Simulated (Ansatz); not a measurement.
Set up this calculation in Ansatz 0.2.0, as the native input.

```yaml
Task: single point
Functional: PBE
Potentials_or_basis: all-electron LAPW, scalar-relativistic
Cutoff: 246 eV (chosen from the basis error)
Basis_error_allowed: 0.001 eV/atom
k_mesh: 8 × 8 × 8
Occupations: gaussian, width 0.019 eV
Spin: no spin polarisation
```

The system is CdS (Hawleyite).

```
CELL_PARAMETERS angstrom
0.00000 2.91650 2.91650
2.91650 0.00000 2.91650
2.91650 2.91650 0.00000
ATOMIC_POSITIONS crystal
Cd 0.00000 0.00000 0.00000
S 0.75000 0.75000 0.75000
```

One way to write it, as run:

input.yaml

```yaml
crystal:
  lattice:
    - [0.0, 2.9165, 2.9165]
    - [2.9165, 0.0, 2.9165]
    - [2.9165, 2.9165, 0.0]
  atoms:
    - { symbol: Cd, position: [0.0, 0.0, 0.0] }
    - { symbol: S, position: [0.75, 0.75, 0.75] }
kpoints:
  mp_grid: { grid: [8, 8, 8] }
scf:
  occupations: { method: gaussian, width: 0.019 }
hamiltonian:
  xc: pbe
  pseudopotentials: { kind: all_electron, lapw: { basis_error: 0.001 } }
output:
  forces: true
  stress: true
  eigenvalues: true
```

Potentials or basis: all-electron LAPW, scalar-relativistic.

Launch:

```bash
$ ansatz run input.yaml --threads 1 --pin off --max-ram 3072MiB --backend cpu --events-out ev --progress --plain --runs-dir out
```

Results of the run:

```
Pressure               : 2.9 GPa
Band gap on the k mesh : 1.15 eV, direct
```

Run time: 11 s on 1 thread of Arm Neoverse V1, on a shared host, peak memory 0.27 GiB.
